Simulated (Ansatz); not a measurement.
LiCl: phonons across the zone

Theory: DFT PBE, scalar-relativistic, plane waves, PAW (Ansatz 0.2.0). Settings: 420 eV plane-wave cutoff, Γ-centred 8×8×8 mesh, fixed occupations. No spin polarisation. Phonons by linear response, acoustic sum rule imposed.

The cell, relaxed at this level:
```
CELL_PARAMETERS angstrom
0.00000 2.75783 2.75783
2.75783 0.00000 2.75783
2.75783 2.75783 0.00000
ATOMIC_POSITIONS crystal
Li 0.00000 0.00000 0.00000
Cl 0.25000 0.25000 0.25000
```

The structure comes from a generated guess, relaxed at this level; another structure or a mixture of phases may lie lower.

Force constants from linear response on a 4×4×4 q mesh.

Path: Γ–X–U | K–Γ–L–W–X. Only the points of the 4×4×4 mesh were computed; the rest is interpolation, which is rough on so few points. On the mesh no mode is imaginary. Distance along the path (Å⁻¹), then the branches (cm⁻¹, negative for imaginary; the LO field is included):
```
0.000  0 0 0 303 303 423
0.142  18 18 33 303 303 422
0.285  38 38 65 302 302 418
0.427  59 59 94 301 301 413
0.570  78 78 122 300 300 408
0.712  93 93 145 298 298 401
0.854  103 103 164 297 297 395
0.997  108 108 177 296 296 390
1.139  109 109 182 295 295 388
1.190  109 110 182 295 296 388
1.240  109 113 181 296 296 386
1.290  108 117 180 296 297 384
1.341  106 122 179 296 298 380
1.391  105 127 177 296 300 376
1.441  103 133 175 296 302 372
1.492  101 138 173 297 303 368
1.542  98 142 171 297 305 364
1.542  98 142 171 297 305 364
1.693  90 144 167 298 309 358
1.844  81 133 162 298 310 362
1.995  69 115 151 300 309 375
2.146  56 95 131 301 306 390
2.297  41 72 105 303 304 403
2.448  26 48 73 303 303 414
2.599  12 24 38 303 303 421
2.750  0 0 0 303 303 423
2.750  0 0 0 303 303 423
2.873  12 12 35 303 303 421
2.997  25 25 68 303 303 417
3.120  38 38 98 302 302 410
3.243  50 50 125 301 301 402
3.367  60 60 148 301 301 393
3.490  66 66 168 300 300 384
3.613  69 69 181 300 300 377
3.737  70 70 186 300 300 375
3.837  72 75 186 300 301 373
3.938  76 87 184 300 303 370
4.039  82 102 181 299 306 366
4.139  90 117 177 298 309 361
4.240  100 129 172 297 312 357
4.341  111 136 168 297 314 354
4.441  121 136 167 296 315 352
4.542  128 132 166 296 315 351
4.613  127 131 168 296 314 353
4.685  125 128 170 296 310 359
4.756  122 124 173 296 306 366
4.827  118 119 176 296 302 373
4.898  115 115 178 296 299 379
4.969  112 112 180 296 297 384
5.041  110 110 181 295 296 387
5.112  109 109 182 295 295 388
```
